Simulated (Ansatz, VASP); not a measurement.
**Be: VASP beside Ansatz**

```
Be
1.0
    -1.24472    1.24472    1.24472
     1.24472   -1.24472    1.24472
     1.24472    1.24472   -1.24472
Be
1
Direct
  0.00000 0.00000 0.00000
```

Alike in both runs: task single point; functional RPBE; k mesh 20 × 20 × 20; occupations fermi-dirac, width 0.1 eV; no spin polarisation.

|  | VASP | Ansatz |
| --- | --- | --- |
| version | VASP 6.6.1 | Ansatz 0.2.0 |
| potentials or method | VASP PAW PBE potentials, release 64 (Be) | plane waves (420 eV) with PAW, scalar-relativistic |
| plane-wave cutoff (eV) | 520 | 420 |
| valence electrons in the cell | 2 | 2 |

```csv
,VASP,Ansatz,Ansatz less VASP
pressure (GPa),5.1,5.0,-0.03
```

The functional is the same, so the differences come from potentials, cutoffs and numerics.

Caveats: the PAW data sets were made with another functional, which shifts forces and pressure a little (VASP).
